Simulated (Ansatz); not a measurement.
# AlNi2: the cost of one run

Method: DFT PBE, scalar-relativistic, plane waves, PAW, in Ansatz 0.2.0.

### Step 1. The system as given

It takes space group P-6m2 (No. 187, hexagonal). Conventional cell: a = 2.562 Å, b = 2.562 Å, c = 12.566 Å, α = 90.00°, β = 90.00°, γ = 120.00°. Al (site symmetry 3m) has 6 Al at 2.56 Å and 6 Ni at 2.56 Å as nearest neighbours. Ni (site symmetry 3m) is surrounded by 9 Ni at 2.56 Å and 3 Al at 2.56 Å. Ni (site symmetry -6m2) has 6 Ni at 2.56 Å and 6 Al at 2.56 Å as nearest neighbours. Ni (site symmetry -6m2) has 12 Ni at 2.56 Å as nearest neighbours.

Structure file:

```xyz
6
Lattice="2.5621 0.0000 0.0000 -1.2810 2.2188 0.0000 0.0000 0.0000 12.5655" Properties=species:S:1:pos:R:3 pbc="T T T"
Al    1.2810    0.7396    4.1885
Al    1.2810    0.7396    8.3770
Ni    0.0000    1.4792   10.4713
Ni    0.0000    1.4792    2.0943
Ni    0.0000    1.4792    6.2828
Ni    1.2810    0.7396    0.0000
```

The start is an ordering of an alloy on its end members' structure types: elements ordered on the sites of the Ag type, Ni/Al on Ag (P-6m2, No. 187).

### Step 2. Probe: one point on a coarse mesh

Input file input.yaml:

```yaml
crystal:
  lattice:
    - [2.56207467, 0.0, 0.0]
    - [-1.28103734, 2.21882175, 0.0]
    - [0.0, 0.0, 12.56554152]
  atoms:
    - { symbol: Al, position: [0.66666667, 0.33333333, 0.33333333] }
    - { symbol: Al, position: [0.66666667, 0.33333333, 0.66666667] }
    - { symbol: Ni, position: [0.33333333, 0.66666667, 0.83333333], spin: -2.0 }
    - { symbol: Ni, position: [0.33333333, 0.66666667, 0.16666667], spin: 2.0 }
    - { symbol: Ni, position: [0.33333333, 0.66666667, 0.5], spin: 2.0 }
    - { symbol: Ni, position: [0.66666667, 0.33333333, 0.0], spin: -2.0 }
basis:
  ecutwfc: 420
kpoints:
  mp_grid: { grid: [6, 6, 2] }
hamiltonian:
  xc: pbe
scf:
  occupations: { method: gaussian, width: 0.1 }
  lower_state_search: "off"
output:
  forces: true
  stress: true
  eigenvalues: true
  populations: true
magnetization:
  spin_polarized: true
```

Launch:

```console
> ansatz run input.yaml --threads 1 --pin off --max-ram 2560MiB --backend cpu --events-out ev --progress --plain --runs-dir out
```

What time and memory should one allow on 1 thread of Arm Neoverse V1, shared host?

About 32 s, with a peak of 0.36 GiB.
